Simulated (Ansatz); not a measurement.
Ti: strain energy, fitted

Ti, Fm-3m, a = 4.110 Å. This isn't the element's structure at ambient conditions. Ansatz: r2SCAN, PAW, 500 eV, Γ-centred 18×18×12 mesh on 2 atoms, Gaussian smearing 0.10 eV; no spin polarisation. Series: uniaxial strain along a, with b, c and atoms relaxed; x is the strain in per cent. The axes a, b, c are those of the computed cell (2.906, 2.906, 4.110 Å), along [1 1 0], [-1 1 0], [0 0 1] of the cell named above. y is the free energy over the unstrained cell, V0 = 17.360 Å³/atom.

| x (%) | y (meV/atom) |
| --- | --- |
| -4.0 | 9.10 |
| -2.0 | 2.39 |
| 0.0 | 0.00 |
| 2.0 | 2.40 |
| 4.0 | ? |

Question: Fit y = c2 x² + c3 x³ to the other rows, turn c2 into a modulus, and predict the missing energy.

Answer: Least squares on the rows shown. y = 0.5934 x² + 0.005991 x³. In eV per unit strain² c2 is 5.934; this is Young's modulus along the axis (E = ½ Y V0 ε²): 2 × 5.934 × 160.2 / (17.360) = 110 GPa. At x = 4.0 the fit asked for gives 9.88 meV/atom. The run gave 8.69 meV/atom, so the fit is 1.19 meV/atom too high, 13 % of the span of the series, against an rms of 0.04 meV/atom on the fitted rows. The row lies outside the fitted range. With a term in x⁴ added, a fit to the same known rows (none to spare) predicts 9.18 meV/atom, which recovers part of the miss; the known rows don't hold the rest.

2 further runs of this set didn't finish or converge.